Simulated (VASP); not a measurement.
# Hf under changes of volume

One of the cells (21.722 Å³/atom); the others are scaled copies at fixed shape and fractional positions:

```
Hf
1.0
     3.16502    0.00000    0.00000
    -1.58251    2.74098    0.00000
     0.00000    0.00000    5.00791
Hf
2
Direct
  0.66667 0.33333 0.75000
  0.33333 0.66667 0.25000
```

```yaml
Program: VASP 6.6.1
Functional: PBE
Dispersion: D3(BJ)
Potentials_or_basis: VASP PAW PBE potentials, release 64 (Hf_pv)
Cutoff: 520 eV
k_mesh: 8 × 8 × 4
Occupations: fermi-dirac, width 0.05 eV
Spin: no spin polarisation
```

```csv
volume (Å³/atom),energy over the lowest point (meV/atom),pressure (GPa)
20.854,13.27,5.1
21.288,?,?
21.722,0.00,0.0
22.157,3.03,-2.2
22.591,11.75,-4.2
```

Task: What does the run at 21.288 Å³/atom give?

Result: Energy over the lowest point 3.20 meV/atom; pressure 2.4 GPa.

Worked out: A Birch-Murnaghan fit of order 2 (a polynomial in V^(-2/3)) to the other rows has its minimum at 21.72 Å³/atom with B0 = V·E''(V) = 115 GPa at fixed shape and positions, which overstates the stiffness. It gives 3.18 meV/atom at 21.288 Å³/atom, against the run's 3.20, and -dE/dV = 2.4 GPa, against 2.4.

Energies are extrapolated to zero smearing.

Caveats: pairwise dispersion overbinds metals, which lowers pressure and volume.
